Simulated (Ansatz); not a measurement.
A plane-wave DFT run in Ansatz 0.2.0 (scalar-relativistic PAW potentials unless the input names others): input and command.

```yaml
crystal:
  lattice:
    - [3.6012931842, 0.0, 0.0]
    - [-1.8006465921, 3.118811384, 0.0]
    - [0.0, 0.0, 13.7008448353]
  atoms:
    - { symbol: Te, position: [0.3333333333, 0.6666666667, 0.6173401526] }
    - { symbol: Te, position: [0.6666666667, 0.3333333333, 0.1173401526] }
    - { symbol: Te, position: [0.3333333333, 0.6666666667, 0.8826598474] }
    - { symbol: Te, position: [0.6666666667, 0.3333333333, 0.3826598474] }
    - { symbol: Mo, position: [0.3333333333, 0.6666666667, 0.25] }
    - { symbol: Mo, position: [0.6666666667, 0.3333333333, 0.75] }
basis:
  ecutwfc: 420
kpoints:
  mp_grid: { grid: [12, 12, 2] }
hamiltonian:
  xc: pbe
  dispersion: d3bj
scf:
  occupations: { method: gaussian, width: 0.05 }
  mixing: { preconditioner: ldos }
output:
  forces: true
  eigenvalues: true
  stress: true
```

```bash
ansatz run input.yaml --threads 1 --pin off --max-ram 2560MiB --backend cpu --events-out ev --progress --plain --runs-dir out
```

Abridged log:
```
Basis set: ecut = 420 eV, 2949 PW (Γ), exchange–correlation on 50×50×192 points (8 copies of the dense FFT grid, shifted against one another)
Bands: 56, of which v1, the nominal top of the filled ones, is band 46 counted from 1 (45 counted from 0)
Symmetry: 24 space group operations
k-points: 38 of 288
SCF iter   1: F=—  HF=-37836.467561 eV  |F-HF|=—  |Δ(HF+E_count)|=         —  Δρ=4.33e-3  dr2=2.58e-2  ethr=1.77e-3  ⟨swp⟩=7.7  Hψ=8351  notcnv=0
SCF iter   2: F=—  HF=-37836.514637 eV  |F-HF|=—  |Δ(HF+E_count)|=   4.71e-2  Δρ=6.85e-3  dr2=3.25e-1  ethr=2.80e-5  ⟨swp⟩=3.0  Hψ=4617  notcnv=0  defer=101
SCF iter   3: F=—  HF=-37836.481877 eV  |F-HF|=—  |Δ(HF+E_count)|=   3.28e-2  Δρ=2.63e-3  dr2=3.26e-2  ethr=2.80e-5  ⟨swp⟩=3.0  Hψ=4111  notcnv=0  defer=101
SCF iter   4: F=—  HF=-37836.478400 eV  |F-HF|=—  |Δ(HF+E_count)|=   3.48e-3  Δρ=4.55e-4  dr2=1.06e-3  ethr=2.80e-5  ⟨swp⟩=1.9  Hψ=2325  notcnv=0  defer=63
automatic band count: iteration 4 solves 55 bands in place of 56: the levels show a gap, and the empty bands left out lie too high to hold charge; the band table lists the bands solved (type scf.n_extra_bands for more)
SCF iter   5: F=—  HF=-37836.478162 eV  |F-HF|=—  |Δ(HF+E_count)|=   2.38e-4  Δρ=7.10e-5  dr2=1.45e-5  ethr=1.15e-6  ⟨swp⟩=2.5  Hψ=3512  notcnv=0  defer=63
SCF iter   6: F=—  HF=-37836.478176 eV  |F-HF|=—  |Δ(HF+E_count)|=   1.39e-5  Δρ=1.53e-5  dr2=4.12e-7  ethr=1.57e-8  ⟨swp⟩=2.0  Hψ=2605  notcnv=0  defer=62
SCF iter   7: F=-37836.478176 eV  HF=-37836.478176 eV  |F-HF|=6.40e-9  |Δ(HF+E_count)|=   4.37e-7  Δρ=1.94e-6  dr2=8.04e-9  ethr=1.09e-10  ⟨swp⟩=10.6  Hψ=8825  notcnv=0
SCF 1 converged in 7 iterations: F = -37836.478176 eV  dr2 = 8.04e-9
SCF converged after 7 iterations
Free energy (F): -37836.478176 eV
Harris-Foulkes:  -37836.478176 eV  (|F-HF|=6.40e-9)
Internal energy: -37836.478176 eV  (E = F + TS)
E sigma→0 (E₀):  -37836.478176 eV
Fermi energy:    12.461713 eV
  E_disp       = -3.133326  (pairwise vdW)
--- Forces (eV/Å), atoms counted from 1 ---
  atom   1  Te     0.00000000     0.00000000     0.48324373
  atom   2  Te     0.00000000     0.00000000     0.48324373
  atom   3  Te     0.00000000     0.00000000    -0.48324373
  atom   4  Te     0.00000000     0.00000000    -0.48324373
  atom   5  Mo     0.00000000     0.00000000     0.00000000
  atom   6  Mo     0.00000000     0.00000000     0.00000000
--- Stress (GPa, compression-positive) ---
       -5.495300       0.000000       0.000000
        0.000000      -5.495300       0.000000
        0.000000       0.000000      -3.903781
  P = ⅓ Tr σ = -4.9648 GPa (-49.648 kbar)
```

Apart from outputs and empty bands, the input differs from a reference run on usual settings in scf.mixing.preconditioner: not typed → "ldos". The reference, at the same geometry (not necessarily relaxed), gave pressure -4.96 GPa, largest force 0.483 eV/Å, gap on the mesh 0.59 eV. This run converged in 7 SCF iterations (reference: 7) with an energy at zero smearing within 0.01 meV/atom of the reference's, pressure -4.96 GPa, largest force 0.483 eV/Å, gap on the mesh 0.59 eV.

The run took 16 s on 1 thread of Intel(R) Xeon(R) Platinum 8259CL CPU @ 2.50GHz (Skylake/Cascade Lake), with other jobs on the host, peak memory 0.6 GiB.